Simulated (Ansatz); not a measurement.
# An Al vacancy in wurtzite AlN, 95 atoms, charge 0

How high is the barrier for this jump? The start is relaxed, a band joins it to the far end, and PBEsol and HSE06 are the levels used.

Program: Ansatz 0.2.0, PAW, plane waves. These are calculated values, not measurements.

### Step 1. Starting point

95 atoms (47 Al, 48 N); a = 9.341 Å, b = 10.787 Å, c = 9.967 Å, α = 90.00°, β = 90.00°, γ = 90.00°. All atoms were shaken off their sites by about 0.02 Å along each axis. Defect site 1: (0.500, 0.417, 0.498). Starting moments add up to 1 μB.

The runs, in order: (2) PBEsol relaxation at the single k point (¼, ¼, ¼), on 1 × NVIDIA GB200 with 8 threads of Arm Neoverse-V2; (3) HSE06 single point at the single k point (¼, ¼, ¼), on 1 × NVIDIA GB200 with 8 threads of Arm Neoverse-V2; (4) PBEsol band at the single k point (¼, ¼, ¼), on 1 × NVIDIA GB200 with 8 threads of Arm Neoverse-V2; (5) HSE06 single point at the single k point (¼, ¼, ¼), on 1 × NVIDIA GB200 with 8 threads of Arm Neoverse-V2.

### Step 2. Relaxation of the positions (PBEsol)

Contents of in.yaml:

```yaml
crystal:
  lattice:
    - [9.341448, 0.000000, 0.000000]
    - [0.000000, 10.786575, 0.000000]
    - [0.000000, 0.000000, 9.967057]
  atoms:
    - { symbol: Al, position: [0.163769, 0.081567, 0.250879] }
    - { symbol: Al, position: [0.167028, 0.079296, 0.746039] }
    - { symbol: Al, position: [0.998248, 0.334804, 0.250664] }
    - { symbol: Al, position: [0.997113, 0.330680, 0.747915] }
    - { symbol: Al, position: [0.494349, 0.082291, 0.250490] }
    - { symbol: Al, position: [0.502102, 0.083182, 0.748303] }
    - { symbol: Al, position: [0.335586, 0.337240, 0.247588] }
    - { symbol: Al, position: [0.332467, 0.334564, 0.749395] }
    - { symbol: Al, position: [0.169895, 0.583252, 0.248415] }
    - { symbol: Al, position: [0.168368, 0.580768, 0.747154] }
    - { symbol: Al, position: [0.998155, 0.832106, 0.247544] }
    - { symbol: Al, position: [0.001207, 0.830232, 0.746391] }
    - { symbol: Al, position: [0.836371, 0.084112, 0.246162] }
    - { symbol: Al, position: [0.831855, 0.083433, 0.745208] }
    - { symbol: Al, position: [0.671092, 0.335405, 0.249842] }
    - { symbol: Al, position: [0.666677, 0.333341, 0.749991] }
    - { symbol: Al, position: [0.500333, 0.582352, 0.244668] }
    - { symbol: Al, position: [0.496674, 0.585865, 0.749838] }
    - { symbol: Al, position: [0.335226, 0.832610, 0.250246] }
    - { symbol: Al, position: [0.333596, 0.834487, 0.744705] }
    - { symbol: Al, position: [0.833644, 0.585985, 0.246902] }
    - { symbol: Al, position: [0.835818, 0.582001, 0.749448] }
    - { symbol: Al, position: [0.668479, 0.828039, 0.250340] }
    - { symbol: Al, position: [0.667796, 0.833195, 0.748023] }
    - { symbol: Al, position: [0.000849, 0.166862, 0.496718] }
    - { symbol: Al, position: [0.999416, 0.166269, 0.002903] }
    - { symbol: Al, position: [0.332706, 0.164140, 0.498498] }
    - { symbol: Al, position: [0.334787, 0.163103, 0.000035] }
    - { symbol: Al, position: [0.166593, 0.417535, 0.497023] }
    - { symbol: Al, position: [0.166660, 0.413669, 0.999349] }
    - { symbol: Al, position: [0.999799, 0.666272, 0.495641] }
    - { symbol: Al, position: [0.999254, 0.667640, 0.999975] }
    - { symbol: Al, position: [0.665424, 0.167044, 0.502852] }
    - { symbol: Al, position: [0.666473, 0.167078, 0.997373] }
    - { symbol: Al, position: [0.501282, 0.417184, 0.998061] }
    - { symbol: Al, position: [0.331387, 0.665125, 0.496849] }
    - { symbol: Al, position: [0.331886, 0.668425, 0.998176] }
    - { symbol: Al, position: [0.166914, 0.911685, 0.496487] }
    - { symbol: Al, position: [0.169878, 0.918314, 0.999543] }
    - { symbol: Al, position: [0.831536, 0.416759, 0.496863] }
    - { symbol: Al, position: [0.829515, 0.418269, 0.996823] }
    - { symbol: Al, position: [0.664091, 0.666197, 0.497075] }
    - { symbol: Al, position: [0.668715, 0.666350, 0.998317] }
    - { symbol: Al, position: [0.500744, 0.916468, 0.495066] }
    - { symbol: Al, position: [0.498090, 0.916118, 0.000437] }
    - { symbol: Al, position: [0.832447, 0.917126, 0.498908] }
    - { symbol: Al, position: [0.832464, 0.916137, 0.000443] }
    - { symbol: N, position: [0.997159, 0.166913, 0.187272] }
    - { symbol: N, position: [0.996129, 0.165026, 0.694366] }
    - { symbol: N, position: [0.332351, 0.168300, 0.190252] }
    - { symbol: N, position: [0.333741, 0.169702, 0.691006] }
    - { symbol: N, position: [0.164335, 0.414874, 0.190311] }
    - { symbol: N, position: [0.168104, 0.418219, 0.690002] }
    - { symbol: N, position: [0.996756, 0.666858, 0.188432] }
    - { symbol: N, position: [0.999252, 0.664224, 0.692158] }
    - { symbol: N, position: [0.669359, 0.166694, 0.190608] }
    - { symbol: N, position: [0.665473, 0.166467, 0.689023] }
    - { symbol: N, position: [0.500030, 0.415510, 0.184461] }
    - { symbol: N, position: [0.501894, 0.419120, 0.690592], spin: 0.25 }
    - { symbol: N, position: [0.336266, 0.665534, 0.188620] }
    - { symbol: N, position: [0.333776, 0.666818, 0.688330] }
    - { symbol: N, position: [0.164204, 0.919239, 0.189405] }
    - { symbol: N, position: [0.168310, 0.915172, 0.690820] }
    - { symbol: N, position: [0.834914, 0.415201, 0.187911] }
    - { symbol: N, position: [0.835432, 0.417764, 0.691341] }
    - { symbol: N, position: [0.666702, 0.665907, 0.191057] }
    - { symbol: N, position: [0.663774, 0.664971, 0.691131] }
    - { symbol: N, position: [0.497204, 0.917834, 0.187108] }
    - { symbol: N, position: [0.501155, 0.912036, 0.691592] }
    - { symbol: N, position: [0.830395, 0.914022, 0.189629] }
    - { symbol: N, position: [0.835381, 0.917358, 0.686160] }
    - { symbol: N, position: [0.170180, 0.084735, 0.436629] }
    - { symbol: N, position: [0.169251, 0.082794, 0.937053] }
    - { symbol: N, position: [0.003225, 0.329589, 0.440873] }
    - { symbol: N, position: [0.998923, 0.333172, 0.939009] }
    - { symbol: N, position: [0.500957, 0.086267, 0.438853] }
    - { symbol: N, position: [0.496666, 0.085989, 0.938605] }
    - { symbol: N, position: [0.336678, 0.332839, 0.440925], spin: 0.25 }
    - { symbol: N, position: [0.334211, 0.335535, 0.937762] }
    - { symbol: N, position: [0.165876, 0.583518, 0.439234] }
    - { symbol: N, position: [0.164491, 0.587116, 0.937299] }
    - { symbol: N, position: [0.997847, 0.834205, 0.439165] }
    - { symbol: N, position: [0.998769, 0.833059, 0.937348] }
    - { symbol: N, position: [0.834697, 0.081281, 0.440279] }
    - { symbol: N, position: [0.833330, 0.084046, 0.939589] }
    - { symbol: N, position: [0.667871, 0.333813, 0.443035], spin: 0.25 }
    - { symbol: N, position: [0.666815, 0.337591, 0.941467] }
    - { symbol: N, position: [0.503398, 0.581991, 0.439834], spin: 0.25 }
    - { symbol: N, position: [0.494716, 0.586117, 0.939029] }
    - { symbol: N, position: [0.331373, 0.836670, 0.440621] }
    - { symbol: N, position: [0.332687, 0.829628, 0.942921] }
    - { symbol: N, position: [0.832031, 0.583477, 0.440224] }
    - { symbol: N, position: [0.833944, 0.584844, 0.939215] }
    - { symbol: N, position: [0.667982, 0.833216, 0.439982] }
    - { symbol: N, position: [0.671576, 0.831822, 0.943907] }
  symmetry: { detect: false }
kpoints:
  mp_grid: { grid: [1, 1, 1], shift: [0.25, 0.25, 0.25] }
hamiltonian:
  xc: pbesol
magnetization:
  spin_polarized: true
scf:
  occupations: { method: fermi_dirac, width: 0.01 }
relax:
  f_tol: 0.03
  max_steps: 80
  escape_saddle: false
  adjacent_minimum: "off"
output:
  forces: true
  eigenvalues: true
  populations: true
```

Launch:

```
$ ansatz run in.yaml --threads 8 --pin off --max-ram 118750MiB --runs-dir r --events-out ev --progress --plain --backend cuda --devices 0, --max-vram 170GiB
```

Further steps of the session: HSE06 single point; Elastic band between the two sites; HSE06 on the same atoms.

What does the calculation give? Wanted: for each run, top filled to lowest empty; moment.

**Answer**, as computed:

| level | time | top filled to lowest empty (eV) | moment (μB) |
| --- | --- | --- | --- |
| PBEsol, relaxation | 4.8 s (GPU) | 0.77 | 3.00 |
| HSE06 | 25 s (GPU) | 1.45 | 3.00 |
| HSE06, at the band's top | 27 s (GPU) | 0.98 | 3.00 |

```
                   quantity                             value
                 relaxation  5 recorded steps, 1.99 eV gained
              largest shift                      0.22 Å (N78)
barrier forwards, backwards                     2.95, 2.95 eV
                       jump                      Al by 3.08 Å
            band iterations                                14
    top less start by HSE06                           3.25 eV
       largest local moment                     +0.87 μB on N
```

**What this shows.** The relaxation lowers the energy by 1.99 eV; the largest shift is 0.22 Å (N78). The PBEsol barrier is 2.95 eV forwards and 2.95 eV back, about 114 times kT at 300 K. The cell's size and k points aren't converged for it. The top is a first-order saddle. On the same two geometries HSE06 gives 3.25 eV. At the same k points, PBEsol gives a spacing 0.68 eV smaller than the 1.45 eV of HSE06. In a defect cell this spacing can involve defect levels, so it need not be the gap.
